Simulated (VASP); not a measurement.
# CdS (Greenockite) (P6_3mc) in VASP: settings compared

The runs below take CdS (Greenockite) through band structure, with HSE03, r2SCAN.

All numbers are computed with VASP 6.6.1; they aren't measurements. Logs are shortened: lines on timing, memory, paths and dates and some standing lists are left out, and cuts for length are marked.

**The experiment to reproduce.**

From “Isotope dependence of band-gap energy”, 2008, arxiv:0807.2152, for a bulk crystal of CdS: band gap 2.5809 ± 0.0002 eV.

The results are compared with them further down.

**1. The structure**

Symmetry: P6_3mc, No. 186, hexagonal system. Conventional cell: a = 4.150 Å, b = 4.150 Å, c = 6.737 Å, α = 90.00°, β = 90.00°, γ = 120.00°. Cd (site symmetry 3m) has 4 S at 2.53 to 2.54 Å as nearest neighbours. S (site symmetry 3m) has 4 Cd at 2.53 to 2.54 Å as nearest neighbours.

**2. Band structure, HSE03**

Input file POSCAR:

```
CdS
1.0
    4.1500000000      0.0000000000      0.0000000000
   -2.0750000000      3.5940054257      0.0000000000
    0.0000000000      0.0000000000      6.7370000000
Cd S
2 2
Direct
    0.6666666667      0.3333333333      0.5000000000
    0.3333333333      0.6666666667      0.0000000000
    0.6666666667      0.3333333333      0.8750000000
    0.3333333333      0.6666666667      0.3750000000
```

Input file INCAR.step1:

```
SYSTEM = CdS
ALGO = Normal ; EDIFF = 1E-5
ENCUT = 520 ; GGA = PE
ISIF = 2 ; ISMEAR = -1
LASPH = .TRUE. ; LCHARG = .FALSE.
LREAL = .FALSE. ; LWAVE = .TRUE.
NELM = 80 ; PREC = Accurate
SIGMA = 0.05
```

Input file INCAR.step2:

```
SYSTEM = CdS
ALGO = Normal ; EDIFF = 1E-7
ENCUT = 520 ; GGA = PE
HFSCREEN = 0.3 ; ISIF = 2
ISMEAR = -1 ; ISTART = 1
LASPH = .TRUE. ; LCHARG = .FALSE.
LHFCALC = .TRUE. ; LREAL = .FALSE.
LWAVE = .FALSE. ; NELM = 80
PREC = Accurate ; PRECFOCK = Fast
SIGMA = 0.05
```

Input file KPOINTS:

```
k-points
0
G
  4 4 2
  0 0 0
```

Input file KPOINTS_OPT:

```
path GMKGALHA,LM,KH
8
line-mode
reciprocal
 0.0000000000  0.0000000000  0.0000000000  G
 0.5000000000  0.0000000000  0.0000000000  M

 0.5000000000  0.0000000000  0.0000000000  M
 0.3333333333  0.3333333333  0.0000000000  K

 0.3333333333  0.3333333333  0.0000000000  K
 0.0000000000  0.0000000000  0.0000000000  G

 0.0000000000  0.0000000000  0.0000000000  G
 0.0000000000  0.0000000000  0.5000000000  A

 0.0000000000  0.0000000000  0.5000000000  A
 0.5000000000  0.0000000000  0.5000000000  L

 0.5000000000  0.0000000000  0.5000000000  L
 0.3333333333  0.3333333333  0.5000000000  H

 0.3333333333  0.3333333333  0.5000000000  H
 0.0000000000  0.0000000000  0.5000000000  A

 0.5000000000  0.0000000000  0.5000000000  L
 0.5000000000  0.0000000000  0.0000000000  M

 0.3333333333  0.3333333333  0.0000000000  K
 0.3333333333  0.3333333333  0.5000000000  H
```

Potentials or basis: VASP PAW PBE potentials, release 64 (Cd, S).

Run with:

```console
$ cat potpaw_PBE.64/Cd/POTCAR potpaw_PBE.64/S/POTCAR > POTCAR
$ cp INCAR.step1 INCAR
$ mpirun -np 1 vasp_std > vasp.out
$ cp INCAR.step2 INCAR
$ mpirun -np 1 vasp_std > vasp.out
```

OUTCAR:

```text
SYSTEM = CdS
   EDIFF = 1E-7
   ENCUT = 520
   GGA = PE
   HFSCREEN = 0.3
   ISIF = 2
   ISMEAR = -1
   ISTART = 1
   LASPH = .TRUE.
   LHFCALC = .TRUE.
   LREAL = .FALSE.
   NELM = 80
   PREC = Accurate
   PRECFOCK = Fast

 ion  position               nearest neighbor table
   1  0.667  0.333  0.500-   3 2.53   4 2.54   4 2.54   4 2.54
   2  0.333  0.667  0.000-   4 2.53   3 2.54   3 2.54   3 2.54
   3  0.667  0.333  0.875-   1 2.53   2 2.54   2 2.54   2 2.54
   4  0.333  0.667  0.375-   2 2.53   1 2.54   1 2.54   1 2.54

  LATTYP: Found a hexagonal cell.
 ALAT       =     4.1500000000
 C/A-ratio  =     1.6233734940

  Lattice vectors:

 A1 = (   4.1500000000,   0.0000000000,   0.0000000000)
 A2 = (  -2.0750000000,   3.5940054257,   0.0000000000)
 A3 = (   0.0000000000,   0.0000000000,   6.7370000000)

Analysis of symmetry for initial positions (statically):
=====================================================================
 Subroutine PRICEL returns:
 Original cell was already a primitive cell.

 Routine SETGRP: Setting up the symmetry group for a
 hexagonal supercell.

 Subroutine GETGRP returns: Found 12 space group operations
 (whereof  6 operations were pure point group operations)
 out of a pool of 24 trial point group operations.

The static configuration has the point symmetry C_3v.
 The point group associated with its full space group is C_6v.

Analysis of symmetry for dynamics (positions and initial velocities):
=====================================================================
 Subroutine PRICEL returns:
 Original cell was already a primitive cell.

 Routine SETGRP: Setting up the symmetry group for a
 hexagonal supercell.

 Subroutine GETGRP returns: Found 12 space group operations
 (whereof  6 operations were pure point group operations)
 out of a pool of 24 trial point group operations.

The dynamic configuration has the point symmetry C_3v.
 The point group associated with its full space group is C_6v.

 Subroutine INISYM returns: Found 12 space group operations
 (whereof  6 operations are pure point group operations),
 and found     1 'primitive' translations

----------------------------------------------------------------------------------------

                                     Primitive cell

  volume of cell :     100.4832

  direct lattice vectors                    reciprocal lattice vectors
     4.150000000  0.000000000  0.000000000     0.240963855  0.139120547  0.000000000
    -2.075000000  3.594005426  0.000000000     0.000000000  0.278241094  0.000000000
     0.000000000  0.000000000  6.737000000     0.000000000  0.000000000  0.148434021

  length of vectors
     4.150000000  4.150000000  6.737000000     0.278241094  0.278241094  0.148434021

  position of ions in fractional coordinates (direct lattice)
     0.666666667  0.333333333  0.500000000
     0.333333333  0.666666667  0.000000000
     0.666666667  0.333333333  0.875000000
     0.333333333  0.666666667  0.375000000

  ion indices of the primitive-cell ions
   primitive index   ion index
                 1           1
                 2           2
                 3           3
                 4           4

----------------------------------------------------------------------------------------

 KPOINTS: k-points

Automatic generation of k-mesh.
 Grid dimensions read from file:
 generate k-points for:    4    4    2

 Generating k-lattice:

  Cartesian coordinates                     Fractional coordinates (reciprocal lattice)
     0.060240964  0.034780137  0.000000000     0.250000000  0.000000000  0.000000000
     0.000000000  0.069560273  0.000000000     0.000000000  0.250000000  0.000000000
     0.000000000  0.000000000  0.074217011     0.000000000  0.000000000  0.500000000

  Length of vectors
     0.069560273  0.069560273  0.074217011

  Shift w.r.t. Gamma in fractional coordinates (k-lattice)
     0.000000000  0.000000000  0.000000000

 Subroutine IBZKPT returns following result:
 ===========================================

 Found      8 irreducible k-points:

 Following reciprocal coordinates:
            Coordinates               Weight
  0.000000  0.000000  0.000000      1.000000
  0.250000 -0.000000  0.000000      6.000000
  0.500000 -0.000000  0.000000      3.000000
  0.250000  0.250000  0.000000      6.000000
  0.000000  0.000000  0.500000      1.000000
  0.250000 -0.000000  0.500000      6.000000
  0.500000 -0.000000  0.500000      3.000000
  0.250000  0.250000  0.500000      6.000000
   k-points           NKPTS =      8   k-points in BZ     NKDIM =     32   number of bands    NBANDS=     22
   number of dos      NEDOS =    301   number of ions     NIONS =      4
   total plane-waves  NPLWV =  51200
   dimension x,y,z NGX =    32 NGY =   32 NGZ =   50
   dimension x,y,z NGXF=    64 NGYF=   64 NGZF=  100
   ions per type =               2   2
   NGX,Y,Z   is equivalent  to a cutoff of  12.82, 12.82, 12.34 a.u.
   NGXF,Y,Z  is equivalent  to a cutoff of  25.64, 25.64, 24.68 a.u.
 SYSTEM =  CdS
   PREC   = accura    normal or accurate (medium, high low for compatibility)
   ISTART =      1    job   : 0-new  1-cont  2-samecut
   ICHARG =      0    charge: 1-file 2-atom 10-const
   ISPIN  =      1    spin polarized calculation?
   LNONCOLLINEAR =      F non collinear calculations
   LSORBIT =      F    spin-orbit coupling
   LASPH  =      T    aspherical Exc in radial PAW
   ENCUT  =  520.0 eV  38.22 Ry    6.18 a.u.   7.72  7.72 12.53*2*pi/ulx,y,z
   NELM   =     80;   NELMIN=  2; NELMDL=  0     # of ELM steps
   EDIFF  = 0.1E-06   stopping-criterion for ELM
   LREAL  =      F    real-space projection
   EDIFFG = 0.1E-05   stopping-criterion for IOM
   NSW    =      0    number of steps for IOM
   IBRION =     -1    ionic relax: 0-MD 1-quasi-New 2-CG
   NFREE  =      0    steps in history (QN), initial steepest desc. (CG)
   ISIF   =      2    stress and relaxation
   ISYM   =      3    0-nonsym 1-usesym 2-fastsym
   POTIM  = 0.5000    time-step for ionic-motion
   TEBEG  =    0.0;   TEEND  =   0.0 temperature during run
   PSTRESS=    0.0 pullay stress
   NELECT =      36.0000    total number of electrons
   NUPDOWN=      -1.0000    fix difference up-down
   EMIN   =  10.00;   EMAX   =-10.00  energy-range for DOS
   EFERMI =   0.00;   METHOD = LEGACY
   ISMEAR =    -1;   SIGMA  =   0.05  broadening in eV -4-tet -1-fermi 0-gaus
   EFERMI_NEDOS =   21; number of points for ismear=-14 and -15
   IALGO  =     38    algorithm
   IMIX   =      1    mixing-type and parameters
     AMIX     =   0.40;   BMIX     =  1.00
     AMIX_MAG =   1.60;   BMIX_MAG =  1.00
  volume/ion in A,a.u.               =      25.12       169.52
  Fermi-wavevector in a.u.,A,eV,Ry     =   1.162727  2.197236 18.394190  1.351935
  Thomas-Fermi vector in A             =   2.299285
   LORBIT       =      0    0 simple, 1 ext, 2 COOP (PROOUT), +10 PAW based schemes
   GGA     = PE    functional components
   LHFCALC =     T    Hartree Fock is set to
   PRECFOCK=fast      Normal, Fast or Accurate (Low or Medium for compatibility)
   ENCUT4O =  -1.0   cutoff for four orbital integrals eV
   NKREDX  =     1    reduce k-point grid by
   NKREDY  =     1    reduce k-point grid by
   NKREDZ  =     1    reduce k-point grid by
   AEXX    =    0.2500 exact exchange contribution
   HFSCREEN=    0.3000 screening length (either q_TF or 0.3 A-1)
   HFSCREENC=   0.3000 screening length for correlation (either q_TF or 0.3 A-1)
   ENCUTFOCK=  -1.0 apply spherical cutoff to Coloumb kernel
   IVDW    =     0    specifies the selected vdW correction
   LEPSILON=     F    determine dielectric tensor
   LRPA    =     F    only Hartree local field effects (RPA)
 non-spin polarized calculation
  energy-cutoff  :      520.00
  volume of cell :      100.48
 maximum number of plane-waves:      2731
 NGX is ok and might be reduce to    32
  NGX = 18; NGY = 18; NGZ = 30

 number of electron      35.9999996 magnetization

 Free energy of the ion-electron system (eV)
  ---------------------------------------------------
  ext. energy  EPLUGINS =         0.00000000
  ---------------------------------------------------
  free energy    TOTEN  =       -14.77497990 eV

  energy without entropy =      -14.77497990  energy(sigma->0) =      -14.77497990

 E-fermi :   1.7313     XC(G=0):  -7.6794

 val. band max:        0.6754559993   @ k =   0.0000   0.0000   0.0000
 cond. band min:       2.7090386230   @ k =   0.0000   0.0000   0.0000
 fundamental gap:      2.0335826237
 Fermi energy:         1.7313443856

 k-point     1 :       0.0000    0.0000    0.0000
  band No.  band energies     occupation
      1     -12.7243      2.00000
      2     -12.2775      2.00000
      3      -8.0641      2.00000
      4      -8.0424      2.00000
      5      -8.0424      2.00000
      6      -7.9561      2.00000
[... 14 lines left out ...]
     21       8.0724      0.00000
     22       8.0724      0.00000

 k-point     2 :       0.2500   -0.0000    0.0000
  band No.  band energies     occupation
      1     -12.5244      2.00000
      2     -12.2009      2.00000
      3      -7.9994      2.00000
      4      -7.9771      2.00000
      5      -7.8847      2.00000
      6      -7.8541      2.00000
[... 14 lines left out ...]
     21       7.0692      0.00000
     22       7.9829      0.00000

 k-point     3 :       0.5000   -0.0000    0.0000
  band No.  band energies     occupation
      1     -12.2938      2.00000
      2     -12.1558      2.00000
      3      -7.9543      2.00000
      4      -7.9365      2.00000
      5      -7.7569      2.00000
      6      -7.7501      2.00000
[... 14 lines left out ...]
     21       6.5510      0.00000
     22       8.0952      0.00000
[... 76 lines left out ...]
 k-point     7 :       0.5000   -0.0000    0.5000
  band No.  band energies     occupation
      1     -12.2131      2.00000
      2     -12.2131      2.00000
      3      -7.9197      2.00000
      4      -7.9197      2.00000
      5      -7.8422      2.00000
      6      -7.8422      2.00000
[... 14 lines left out ...]
     21       6.9483      0.00000
     22       6.9483      0.00000

 k-point     8 :       0.2500    0.2500    0.5000
  band No.  band energies     occupation
      1     -12.2144      2.00000
      2     -12.2144      2.00000
      3      -7.8916      2.00000
      4      -7.8916      2.00000
      5      -7.8529      2.00000
      6      -7.8529      2.00000
[... 14 lines left out ...]
     21       7.4482      0.00000
     22       7.4482      0.00000

------------------------ aborting loop because EDIFF is reached ----------------------------------------

  FORCE on cell =-STRESS in cart. coord.  units (eV):
  Direction    XX          YY          ZZ          XY          YZ          ZX
  --------------------------------------------------------------------------------------
  -------------------------------------------------------------------------------------
  Total        0.8217563      0.8217563      1.0693108      0.0000000      0.0000000      0.0000000
  in kB       13.1026837     13.1026837     17.0498728      0.0000000      0.0000000      0.0000000
  external PRESSURE =      14.4184134 kB  Pullay stress =       0.0000000 kB

 VOLUME and BASIS-vectors are now :
 -----------------------------------------------------------------------------
  energy-cutoff  :      520.00
  volume of cell :      100.48
      direct lattice vectors                 reciprocal lattice vectors
     4.150000000  0.000000000  0.000000000     0.240963855  0.139120547  0.000000000
    -2.075000000  3.594005426  0.000000000     0.000000000  0.278241094  0.000000000
     0.000000000  0.000000000  6.737000000     0.000000000  0.000000000  0.148434021

 POSITION                                       TOTAL-FORCE (eV/Angst)
 -----------------------------------------------------------------------------------
      2.07500      1.19800      3.36850        -0.000000     -0.000000     -0.062288
     -0.00000      2.39600      0.00000        -0.000000      0.000000     -0.062288
      2.07500      1.19800      5.89487         0.000000     -0.000000      0.062288
     -0.00000      2.39600      2.52637        -0.000000      0.000000      0.062288
 -----------------------------------------------------------------------------------
    total drift:                                0.000000     -0.000000     -0.000517

  FREE ENERGIE OF THE ION-ELECTRON SYSTEM (eV)
  ---------------------------------------------------
  free  energy   TOTEN  =       -14.7749798954 eV

  energy  without entropy=      -14.7749798951  energy(sigma->0) =      -14.77497990
```

Run time: 29 min. Hardware: 1 thread of Intel Xeon 6975P-C (Granite Rapids), shared host; peak memory 0.34 GiB.

Results:

- Free energy: -14.7750 eV
- Pressure: 1.4 GPa
- Largest force: 0.062 eV/Å
- Band gap on the k mesh: 2.03 eV, direct
- Band gap along the path: 2.03 eV, direct

Forces in eV/Å, atoms in the order of the input:
```
Cd   0.000  0.000 -0.062
Cd   0.000  0.000 -0.062
S    0.000  0.000  0.062
S    0.000  0.000  0.062
```

Stress tensor (GPa, compression positive):
```
1.31 0.00 0.00
0.00 1.31 0.00
0.00 0.00 1.70
```

Levels at the corners of the path, in eV from the valence-band top:
```tsv
point	band 16	band 17	band 18	band 19	band 20	band 21
Γ	-0.04	0.00	0.00	2.03	3.67	7.40
M	-1.95	-1.35	-0.77	4.62	4.71	5.88
M	-1.95	-1.35	-0.77	4.62	4.71	5.88
K	-1.94	-1.94	-1.69	5.37	6.14	6.14
K	-1.94	-1.94	-1.69	5.37	6.14	6.14
Γ	-0.04	0.00	0.00	2.03	3.67	7.40
Γ	-0.04	0.00	0.00	2.03	3.67	7.40
A	-0.42	-0.42	-0.42	3.71	3.71	7.11
A	-0.42	-0.42	-0.42	3.71	3.71	7.11
L	-1.40	-1.38	-1.38	4.30	4.30	6.27
L	-1.40	-1.38	-1.38	4.30	4.30	6.27
H	-2.52	-1.16	-1.16	5.31	5.31	6.90
H	-2.52	-1.16	-1.16	5.31	5.31	6.90
A	-0.42	-0.42	-0.42	3.71	3.71	7.11
L	-1.40	-1.38	-1.38	4.30	4.30	6.27
M	-1.95	-1.35	-0.77	4.62	4.71	5.88
K	-1.94	-1.94	-1.69	5.37	6.14	6.14
H	-2.52	-1.16	-1.16	5.31	5.31	6.90
```

Caveat: the k mesh is coarse (spacing up to 0.47 Å⁻¹), so the values aren't converged, least of all with exact exchange; the PAW data sets were made with another functional, which shifts forces and pressure a little.

(Continued in part 2 of 2.)
